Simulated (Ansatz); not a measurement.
## SiC (F-43m), a vibration from a frozen displacement

The calculation used DFT PBE, scalar-relativistic, plane waves, PAW in Ansatz. The runs took a 420 eV cutoff, a Γ-centred 6×6×6 mesh and Gaussian smearing (0.05 eV). No spin polarisation. Energies are free energies at this smearing, counted from the undisturbed cell; pressure is positive in compression.

Zero of the scan (relaxed at this level):

```xyz
8
Lattice="4.3797 0.0000 0.0000 0.0000 -4.3797 0.0000 0.0000 0.0000 -4.3797" Properties=species:S:1:pos:R:3 pbc="T T T"
Si    0.0000    0.0000    0.0000
Si    2.1899   -2.1899    0.0000
Si    2.1899    0.0000   -2.1899
Si    0.0000   -2.1899   -2.1899
C     3.2848   -3.2848   -3.2848
C     1.0949   -1.0949   -3.2848
C     1.0949   -3.2848   -1.0949
C     3.2848   -1.0949   -1.0949
```

Atom 1 (Si) is moved by x along the Cartesian unit vector (-0.577, 0.577, 0.577); the cell and all other atoms stay fixed. The cell's volume is 84.01 Å³; the moved atoms weigh 28.085 u together and the others 132.299 u.

```csv
x (Å),ΔE (meV/cell),total force on the moved atoms along the move (eV/Å),pressure (GPa)
-0.2000,418.99,3.8569,1.0148
-0.1600,276.85,3.2384,0.6871
-0.1200,160.85,2.5498,0.4088
-0.0800,73.88,1.7856,0.1924
-0.0400,19.10,0.9388,0.0514
0.0000,0.00,0.0000,0.0008
0.0800,84.98,-2.2037,0.2383
0.1200,198.60,-3.5022,0.5643
0.1600,367.29,-4.9615,1.0571
0.2000,598.03,-6.6100,1.7407
```

What frequency belongs to this motion?

The force constant is k = −dF/dx = 24.828 eV/Å², from the parabola through x = -0.0400, 0 and 0.0800. In every cell the moved atoms swing against the rest, so the mass is μ = m₁m₂/(m₁ + m₂) = 23.167 u, and ν̃ = 521.5 cm⁻¹ × √(|k|/μ) = 540 cm⁻¹. Steps this long are already anharmonic: the energies of the same points give k = 25.662 eV/Å², so the harmonic k is uncertain by that gap or more. The pattern needn't be a normal mode: ν̃² is then a weighted mean of the squared nonzero frequencies at the zone centre of this cell, taken without macroscopic field, so it lies between the lowest and the highest of them.

How far does the harmonic law reach?

At x = -0.200 Å, kx²/2 = 496.56 meV against the computed 418.99 meV (-15.6 %): the well softens in this direction at large amplitude.

The softening at negative x is only half of the picture: at positive x the energy rises faster than the harmonic law, reaching 598.03 meV at the end of the scan against 418.99 meV on the opposite side. The asymmetry is mainly a cubic term, allowed because the tetrahedral Si site lacks inversion symmetry. Positive x drives Si straight at one C neighbour, compressing a stiff, strongly directional Si–C bond into its repulsive wall. Negative x stretches that bond and moves Si towards the face formed by the other three neighbours, whose bonds shorten less steeply. The pressure rises in both directions, so a slight expansion would make the displacement cheaper, as expected for bonds that weaken on stretching.

The 540 cm⁻¹ shouldn't be read as the Raman frequency of SiC. Moving one Si of four mixes the optical mode, in which the whole Si sublattice moves against C, with zone-boundary phonons folded into this cell, including acoustic branches that pull the average well below the optical line.
